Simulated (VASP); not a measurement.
Runs of VASP 6.6.1 on KTaO3. It takes space group Pm-3m (No. 221, cubic). The conventional cell has a = 3.988 Å, b = 3.988 Å, c = 3.988 Å, α = 90.00°, β = 90.00°, γ = 90.00°. Around Ta (site symmetry m-3m) lie 6 O at 1.99 Å. K (site symmetry m-3m) is surrounded by 12 O at 2.82 Å. Around O (site symmetry 4/mmm) lie 2 Ta at 1.99 Å. 

```csv
task,level,potentials or basis,cell,k mesh,cutoff (eV),smearing,ladder,grid for exact exchange (PRECFOCK),gap on the mesh (eV),pressure (GPa),relaxed volume (Å³/atom)
band structure,PBE,"VASP PAW PBE potentials, release 64 (Ta_pv, K_sv, O)",as given,8 × 8 × 8,520,gaussian 0.02 eV,gaps,-,2.18,-,-
relaxation of cell and atoms,r2SCAN,"VASP PAW PBE potentials, release 64 (Ta_pv, K_sv, O)",relaxed,6 × 6 × 6,600,gaussian 0.02 eV,gaps,-,(a),-0.1,12.75
relaxation of cell and atoms,PBE+D3(BJ),"VASP PAW PBE potentials, release 64 (Ta_pv, K_sv, O)",relaxed,6 × 6 × 6,600,gaussian 0.02 eV,gaps,-,2.15,0.0,12.87
band structure,HSE03,"VASP PAW PBE potentials, release 64 (Ta_pv, K_sv, O)",as given,4 × 4 × 4,520,gaussian 0.02 eV,gaps,Fast,3.24,0.3,-
band structure,PBEsol,"VASP PAW PBE potentials, release 64 (Ta_pv, K_sv, O)",as given,8 × 8 × 8,520,gaussian 0.02 eV,free,-,2.08,0.3,-
single point,PBEsol,"VASP PAW PBE potentials, release 64 (Ta_pv, K_sv, O)",as given,7 × 7 × 7,520,fermi-dirac 0.05 eV,free,-,(b),0.3,-
band structure,r2SCAN,"VASP PAW PBE potentials, release 64 (Ta_pv, K_sv, O)",as given,8 × 8 × 8,520,gaussian 0.02 eV,gaps,-,2.60,1.2,-
relaxation of cell and atoms,LDA,"VASP PAW LDA potentials, release 64 (Ta_pv, K_sv, O)",relaxed,6 × 6 × 6,600,gaussian 0.02 eV,gaps,-,2.07,0.0,(c)
```

Alike in all rows: no spin polarisation.

Q: Fill in the values left out.

A: (a) 2.59; (b) 2.14; (c) 12.41.

Caveats: spin-orbit coupling is left out, which moves the levels of the heavy elements; the PAW data sets were made with another functional, which shifts forces and pressure a little (some runs); an odd mesh through Γ misses points on the zone boundary, where band edges often lie (some runs).

A k mesh can miss the band edges, and the runs leave out spin-orbit coupling on Ta.

Not every run made on this cell is shown here.
